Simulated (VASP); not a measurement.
# Sb: equation of state with r2SCAN

Sb:

```xyz
1
Lattice="-1.8835 1.8835 1.8835 1.8835 -1.8835 1.8835 1.8835 1.8835 -1.8835" Properties=species:S:1:pos:R:3 pbc="T T T"
Sb    0.0000    0.0000    0.0000
```

This isn't the form of Sb at room conditions, which is rhombohedral.

| Quantity | Value |
| --- | --- |
| Program | VASP 6.6.1 |
| Task | equation of state |
| Functional | r2SCAN |
| Potentials or basis | VASP PAW PBE potentials, release 64 (Sb) |
| Cutoff | 520 eV |
| k mesh | 8 × 8 × 8 |
| Occupations | fermi-dirac, width 0.05 eV |
| Spin | no spin polarisation |

| Property | Result |
| --- | --- |
| Equilibrium volume | 26.73 Å³/atom |
| Bulk modulus | 64 GPa |
| Pressure derivative of the bulk modulus | 6.3 (rough: it moves with the points fitted) |

Energy against volume, from the lowest point:
```
volume (Å³/atom)  energy (meV/atom)
          25.658               9.40
          26.193               2.25
          26.727               0.00
          27.262               2.01
          27.796               7.69
```

All runs of the series together: 80 s on 1 thread of Intel(R) Xeon(R) Platinum 8488C (Sapphire Rapids), with other jobs on the host.

Caveat: the PAW data sets were made with another functional, which shifts forces and pressure a little. Spin-orbit coupling is left out, which matters for the levels of Sb.
